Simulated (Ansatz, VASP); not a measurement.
## HfN in VASP and in Ansatz

```
Hf N
1.0
     0.00000    2.45482    2.73099
     2.45482    0.00000    2.73099
     2.45482    2.45482    0.00000
Hf N
1 1
Direct
  0.00000 0.00000 0.00000
  0.75000 0.75000 0.75000
```

Change from the starting cell: strain +0.1125 x Voigt [0, 0, 1, 0, 0, 0], atoms carried along.

Alike in both runs: task single point; functional PBEsol; k mesh 16 × 16 × 16; occupations gaussian, width 0.15 eV; no spin polarisation.

```csv
,VASP,Ansatz
version,VASP 6.6.1,Ansatz 0.2.0
potentials or method,"VASP PAW PBE potentials, release 64 (Hf_pv, N)","scalar-relativistic, plane waves, PAW"
plane-wave cutoff (eV),520,420
valence electrons in the cell,15,31
```

|  | VASP | Ansatz | Ansatz less VASP |
| --- | --- | --- | --- |
| gap on the k mesh at the Fermi level (eV) | none | none | - |
| pressure (GPa) | -21.8 | -20.8 | +0.96 |
| largest component of the traceless stress (GPa) | 11.40 | 11.34 | -0.058 |

A gap of «none» marks a metal or a gap that the smearing closes. With one functional, cell and mesh, what is left measures potentials, basis and numerics. The two sets of potentials don't hold the same shells in valence.

Caveats: so large a pressure means that the cell lies far from this level's equilibrium, or that cutoff or potentials fall short (VASP); the potentials were made for another functional, which shifts forces and pressure (VASP). The runs have no spin-orbit coupling, so splittings on Hf are missing.
